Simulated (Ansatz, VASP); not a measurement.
# One calculation of MgO, two programs

```
Mg O
1.0
     3.61708    0.00000    0.00000
    -1.80854    3.13249    0.00000
     0.00000    0.00000    3.90108
Mg O
2 2
Direct
  0.67876 0.35752 0.75000
  0.32124 0.64248 0.25000
  0.65776 0.31553 0.25000
  0.34224 0.68447 0.75000
```

Change from the starting cell: mode 5 frozen in at +0.073 Å, strain +e along z and -e/2 along x and y -0.0700.

Alike in both runs: task single point; functional PBEsol; k mesh 9 × 9 × 6; occupations gaussian, width 0.05 eV; no spin polarisation.

|  | VASP | Ansatz |
| --- | --- | --- |
| version | VASP 6.6.1 | Ansatz 0.2.0 |
| potentials or method | VASP PAW PBE potentials, release 64 (Mg, O) | scalar-relativistic, plane waves, PAW |
| plane-wave cutoff (eV) | 520 | 520 |
| valence electrons in the cell | 16 | 32 |

Ansatz gave:

* gap on the k mesh at the Fermi level (eV): 3.38
* least direct gap on the mesh (eV): 3.38
* pressure (GPa): 4.5
* largest component of the traceless stress (GPa): 16.11
* rms of the force components (eV/Å): 0.244

Q: Estimate VASP's values.

A: gap on the k mesh at the Fermi level (eV): 3.37; least direct gap on the mesh (eV): 3.37; pressure (GPa): 4.0; largest component of the traceless stress (GPa): 16.26; rms of the force components (eV/Å): 0.247.

Atom by atom the forces differ by 0.003 eV/Å (rms over components). The functional is the same, so the differences come from potentials, cutoffs and numerics. The two sets of potentials don't hold the same shells in valence. Ansatz warned: «pseudo_functional_mismatch».

Caveats: the PAW data sets were made with another functional, which shifts forces and pressure a little (VASP).
